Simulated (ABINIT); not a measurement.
# Au (Cmcm) in ABINIT: reference runs

Reference runs on Au: the cell as given and a disturbed copy.

All numbers are computed with ABINIT 10.8.3 (patched build); they aren't measurements. Logs are shortened: lines on timing, memory, paths and dates and some standing lists are left out, and cuts for length are marked. The log counts tension as positive stress, the text compression.

## 1. The structure

Symmetry: Cmcm, No. 63, orthorhombic system. The conventional cell has a = 2.823 Å, b = 5.112 Å, c = 4.893 Å, α = 90.00°, β = 90.00°, γ = 90.00°. Au (site symmetry m2m) is surrounded by 12 Au at 2.82 to 2.97 Å.

This isn't the form of Au at room conditions, which is fcc.

## 2. Single point, PBE

The input, run.abi:

```
# Pseudopotentials
pp_dirpath "./"
pseudos "Au.GGA_PBE-JTH.xml"

# Structure
structure "poscar:POSCAR"
natom 2
chkprim 0
chksymtnons 0
tolsym 1.0e-6

# Plane-wave basis
ecut 20.0
pawecutdg 40.0
pawxcdev 0

# k points
kptopt 1
ngkpt 11 11 6
nshiftk 1
shiftk 0.0 0.0 0.0

# Exchange and correlation
ixc 11

# Bands and occupations
nband 15
occopt 3
tsmear 0.05 eV

# SCF cycle
nstep 100
tolvrs 1.0e-9

# Output
iomode 3
prtwf 0
prtden 0
prteig 0
prtebands 0
```

The input, POSCAR:

```
Au
1.0
    1.4113099650     -2.5559330250      0.0000000000
    1.4113099650      2.5559330250      0.0000000000
    0.0000000000      0.0000000000      4.8931696100
Au
2
Direct
    0.3346720300      0.6653279700      0.2500000000  Au
    0.6653279700      0.3346720300      0.7500000000  Au
```

Potentials or basis: JTH PAW PBE v2.0.

Started as:

```console
$ abinit run.abi > log 2>&1
```

run.abo:

```text
.Version 10.8.3 of ABINIT
 Symmetries : space group Cm c m (# 63); Bravais oC (1-face-center ortho.)
================================================================================
 Values of the parameters that define the memory need of the present run
     intxc =       0    ionmov =       0      iscf =      17    lmnmax =      18
     lnmax =       6     mgfft =      40  mpssoang =       3    mqgrid =    3001
     natom =       2  nloc_mem =       2    nspden =       1   nspinor =       1
    nsppol =       1      nsym =       8    n1xccc =       1    ntypat =       1
    occopt =       3   xclevel =       2
       mpw =        1040          nfft =       23040          nkpt =         144
 PAW method is used; the additional fine FFT grid is defined by:
   mgfftf=        54    nfftf =     55296
================================================================================
================================================================================

--------------------------------------------------------------------------------
------------- Echo of variables that govern the present computation ------------
--------------------------------------------------------------------------------
 -outvars: echo values of preprocessed input variables --------
            acell      1.0000000000E+00  1.0000000000E+00  1.0000000000E+00 Bohr
              amu      1.96966540E+02
          chkprim           0
      chksymtnons           0
             ecut      2.00000000E+01 Hartree
                       outvar_i_n : Printing only first  50 k-points.
              ixc          11
                       outvar_i_n : Printing only first  50 k-points.
         kptrlatt       11    0    0      0   11    0      0    0    6
          kptrlen      5.54805027E+01
            natom           2
            nband          15
            ngfft          24      24      40
          ngfftdg          32      32      54
             nkpt         144
            nstep         100
             nsym           8
           ntypat           1
                       prtocc : prtvol=0, do not print more k-points.
           occopt           3
        pawecutdg      4.00000000E+01 Hartree
         pawxcdev           0
           prtden           0
        prtebands           0
           prteig           0
            prtwf           0
            rprim      2.6669893126E+00 -4.8300134134E+00  0.0000000000E+00
                       2.6669893126E+00  4.8300134134E+00  0.0000000000E+00
                       0.0000000000E+00  0.0000000000E+00  9.2467504505E+00
          spgroup          63
           tolsym      1.00000000E-06
           tolvrs      1.00000000E-09
           tsmear      1.83746611E-03 Hartree
            typat      1  1
           useylm           1
                       outvars : Printing only first  50 k-points.
           xangst      1.4113099650E+00  8.4513443696E-01  1.2232924025E+00
                       1.4113099650E+00 -8.4513443696E-01  3.6698772075E+00
            xcart      2.6669893126E+00  1.5970726254E+00  2.3116876126E+00
                       2.6669893126E+00 -1.5970726254E+00  6.9350628379E+00
             xred      3.3467203000E-01  6.6532797000E-01  2.5000000000E-01
[... 133 lines left out ...]
    2      1.41130996500000    -0.84513443695842     3.66987720750000

 cartesian forces (hartree/bohr) at end:
    1     -0.00000000000000    -0.00053769723710     0.00000000000000
    2      0.00000000000000     0.00053769723710    -0.00000000000000
 frms,max,avg= 3.1043964E-04 5.3769724E-04   0.000E+00  0.000E+00  0.000E+00 h/b

 cartesian forces (eV/Angstrom) at end:
    1     -0.00000000000000    -0.02764950362684     0.00000000000000
    2      0.00000000000000     0.02764950362684    -0.00000000000000
 frms,max,avg= 1.5963448E-02 2.7649504E-02   0.000E+00  0.000E+00  0.000E+00 e/A
 length scales=  1.000000000000  1.000000000000  1.000000000000 bohr
              =  0.529177210544  0.529177210544  0.529177210544 angstroms
 Fermi (or HOMO) energy (hartree) =   0.26430   Average Vxc (hartree)=  -0.42688
 Eigenvalues (hartree) for nkpt= 144  k points:
 kpt#   1, nband= 15, wtk=  0.00138, kpt=  0.0000  0.0000  0.0000 (reduced coord)
  -0.08288    0.00441    0.09152    0.09366    0.10581    0.11472    0.12395    0.13755
   0.14387    0.18497    0.18784    0.22772    0.35369    0.81909    0.85623
      occupation numbers for kpt#   1
   2.00000    2.00000    2.00000    2.00000    2.00000    2.00000    2.00000    2.00000
   2.00000    2.00000    2.00000    2.00000    0.00000    0.00000    0.00000
 prteigrs : prtvol=0 or 1, do not print more k-points.

--- !EnergyTerms
iteration_state     : {dtset: 1, }
comment             : Components of total free energy in Hartree
kinetic             :  1.84735076361069E+01
hartree             :  7.62300297353003E+00
xc                  : -5.97868021188830E+00
Ewald energy        : -7.10033129542490E+01
psp_core            :  6.50160667906490E+00
local_psp           : -2.85654775798047E+01
PAW spherical_terms :  4.63855732003937E+00
internal            : -6.83107961372008E+01
'-kT*entropy'       : -2.71761844636528E-04
total_energy        : -6.83110678990454E+01
total_energy_eV     : -1.85883885347636E+03
...

--- !EnergyTermsDC
iteration_state     : {dtset: 1, }
comment             : '"Double-counting" decomposition of free energy'
band_energy         :  2.55463737816772E+00
Ewald energy        : -7.10033129542490E+01
psp_core            :  6.50160667906490E+00
xc_dc               : -6.50283998829149E+00
PAW spherical_terms :  1.39128884025946E-01
internal            : -6.83107800012819E+01
'-kT*entropy'       : -2.71761844636528E-04
total_energy_dc     : -6.83110517631266E+01
total_energy_dc_eV  : -1.85883841439564E+03
...

--- !EnergyTermsWithPAWCore
iteration_state     : {dtset: 1, }
comment             : 'Components of total free energy, including PAW core contributions'
Total energy        : -3.80239774807521E+04
Total energy DC     : -3.80239774646161E+04
Total energy (eV)   : -1.03468513783723E+06
Total energy DC (eV): -1.03468513739815E+06
...

 Cartesian components of stress tensor (hartree/bohr^3)
  sigma(1 1)= -2.15069836E-04  sigma(3 2)=  0.00000000E+00
  sigma(2 2)= -5.76757159E-05  sigma(3 1)=  0.00000000E+00
  sigma(3 3)= -6.07548881E-05  sigma(2 1)=  0.00000000E+00

-Cartesian components of stress tensor (GPa)         [Pressure=  3.2706E+00 GPa]
- sigma(1 1)= -6.32757302E+00  sigma(3 2)=  0.00000000E+00
- sigma(2 2)= -1.69687815E+00  sigma(3 1)=  0.00000000E+00
- sigma(3 3)= -1.78747052E+00  sigma(2 1)=  0.00000000E+00

== END DATASET(S) ==============================================================
================================================================================

 -outvars: echo values of variables after computation  --------
            acell      1.0000000000E+00  1.0000000000E+00  1.0000000000E+00 Bohr
           etotal     -6.8311051763E+01
            fcart     -6.0002416551E-20 -5.3769723710E-04  6.8249784349E-31
                       6.0002416551E-20  5.3769723710E-04 -6.8249784349E-31
            rprim      2.6669893126E+00 -4.8300134134E+00  0.0000000000E+00
                       2.6669893126E+00  4.8300134134E+00  0.0000000000E+00
                       0.0000000000E+00  0.0000000000E+00  9.2467504505E+00
           strten     -2.1506983566E-04 -5.7675715866E-05 -6.0754888121E-05
                       0.0000000000E+00  0.0000000000E+00  0.0000000000E+00
           xangst      1.4113099650E+00  8.4513443696E-01  1.2232924025E+00
                       1.4113099650E+00 -8.4513443696E-01  3.6698772075E+00
             xred      3.3467203000E-01  6.6532797000E-01  2.5000000000E-01
                       6.6532797000E-01  3.3467203000E-01  7.5000000000E-01
 Calculation completed.
```

Run time: 1.7 min. Hardware: 1 thread of Arm Neoverse V1, shared host; peak memory 0.17 GiB.

What came out:

| Item | Value |
| --- | --- |
| Free energy | -1858.8384 eV |
| Pressure | 3.3 GPa |
| Largest force | 0.028 eV/Å |
| Band gap on the k mesh | none (metal or under the smearing width) |
| Valence electrons inside the program's atomic spheres | Au 9.46 (radii [1.3275] Å) |

Forces in eV/Å, atoms in the order of the input:
```
Au   0.000 -0.028  0.000
Au   0.000  0.028  0.000
```

Levels at points of the mesh, in eV from the Fermi level:
```tsv
k point	band 9	band 10	band 11	band 12	band 13	band 14
(0.00, 0.00, 0.00)	-3.28	-2.16	-2.08	-1.00	2.43	15.10
(0.00, 0.00, 0.50)	-2.62	-2.62	-2.47	-2.47	10.29	10.29
```

Spin-orbit coupling is left out, which matters for the levels of Au.

## 3. Single point, PBE (atoms moved at random, drawn with an rms of 0.05 Å)

run.abi: that of step 2 with these lines changed.

```diff
@@ -5,4 +5,14 @@
 # Structure
-structure "poscar:POSCAR"
+acell 3*1.0
+rprim
+     2.6669893108    -4.8300134101     0.0000000000
+     2.6669893108     4.8300134101     0.0000000000
+     0.0000000000     0.0000000000     9.2467504442
+ntypat 1
+znucl 79
 natom 2
+typat 1 1
+xred
+     0.3342500000     0.6523620000     0.2519250000
+     0.6527590000     0.3125790000     0.7416850000
 chkprim 0
@@ -28,3 +38,3 @@
 occopt 3
-tsmear 0.05 eV
+tsmear 0.00183747
```

Potentials or basis: JTH PAW PBE v2.0.

Started as:

```console
$ abinit run.abi > log 2>&1
```

run.abo:

```text
.Version 10.8.3 of ABINIT
 Symmetries : space group P-1 (#  2); Bravais aP (primitive triclinic)
================================================================================
 Values of the parameters that define the memory need of the present run
     intxc =       0    ionmov =       0      iscf =      17    lmnmax =      18
     lnmax =       6     mgfft =      40  mpssoang =       3    mqgrid =    3001
     natom =       2  nloc_mem =       2    nspden =       1   nspinor =       1
    nsppol =       1      nsym =       2    n1xccc =       1    ntypat =       1
    occopt =       3   xclevel =       2
       mpw =        1040          nfft =       23040          nkpt =         364
 PAW method is used; the additional fine FFT grid is defined by:
   mgfftf=        54    nfftf =     55296
================================================================================
================================================================================

--------------------------------------------------------------------------------
------------- Echo of variables that govern the present computation ------------
--------------------------------------------------------------------------------
 -outvars: echo values of preprocessed input variables --------
            acell      1.0000000000E+00  1.0000000000E+00  1.0000000000E+00 Bohr
              amu      1.96966540E+02
          chkprim           0
      chksymtnons           0
             ecut      2.00000000E+01 Hartree
                       outvar_i_n : Printing only first  50 k-points.
              ixc          11
                       outvar_i_n : Printing only first  50 k-points.
[... 225 lines left out ...]
'-kT*entropy'       : -2.59445731297402E-04
total_energy_dc     : -6.83107585298389E+01
total_energy_dc_eV  : -1.85883043511139E+03
...

--- !EnergyTermsWithPAWCore
iteration_state     : {dtset: 1, }
comment             : 'Components of total free energy, including PAW core contributions'
Total energy        : -3.80239771993776E+04
Total energy DC     : -3.80239771713829E+04
Total energy (eV)   : -1.03468513018064E+06
Total energy DC (eV): -1.03468512941886E+06
...

 Cartesian components of stress tensor (hartree/bohr^3)
  sigma(1 1)= -2.20395768E-04  sigma(3 2)= -1.88689979E-06
  sigma(2 2)= -6.18449223E-05  sigma(3 1)= -3.32520751E-06
  sigma(3 3)= -7.18946732E-05  sigma(2 1)= -2.06547201E-06

-Cartesian components of stress tensor (GPa)         [Pressure=  3.4730E+00 GPa]
- sigma(1 1)= -6.48426735E+00  sigma(3 2)= -5.55145083E-02
- sigma(2 2)= -1.81954043E+00  sigma(3 1)= -9.78309824E-02
- sigma(3 3)= -2.11521431E+00  sigma(2 1)= -6.07682846E-02

== END DATASET(S) ==============================================================
================================================================================

 -outvars: echo values of variables after computation  --------
            acell      1.0000000000E+00  1.0000000000E+00  1.0000000000E+00 Bohr
           etotal     -6.8310758530E+01
            fcart     -2.3271050795E-04 -5.3429145307E-04 -6.2694120608E-03
                       2.3271050795E-04  5.3429145307E-04  6.2694120608E-03
            rprim      2.6669893108E+00 -4.8300134101E+00  0.0000000000E+00
                       2.6669893108E+00  4.8300134101E+00  0.0000000000E+00
                       0.0000000000E+00  0.0000000000E+00  9.2467504442E+00
           strten     -2.2039576763E-04 -6.1844922275E-05 -7.1894673152E-05
                      -1.8868997861E-06 -3.3252075058E-06 -2.0654720101E-06
           xangst      1.3924153462E+00  8.1307296589E-01  1.2327117532E+00
                       1.3623911381E+00 -8.6947729585E-01  3.6291904997E+00
             xred      3.3425000000E-01  6.5236200000E-01  2.5192500000E-01
                       6.5275900000E-01  3.1257900000E-01  7.4168500000E-01
 Calculation completed.
```

Run time: 6.6 min. Hardware: 1 thread of Arm Neoverse V1, shared host; peak memory 0.28 GiB.

Results:

```
Free energy                                           : -1858.8304 eV
Pressure                                              : 3.5 GPa
Largest force                                         : 0.324 eV/Å
Band gap on the k mesh                                : none (metal or under the smearing width)
Valence electrons inside the program's atomic spheres : Au 9.46 (radii [1.3275] Å)
```

Forces on the atoms (eV/Å):
```
Au  -0.012 -0.027 -0.322
Au   0.012  0.027  0.322
```
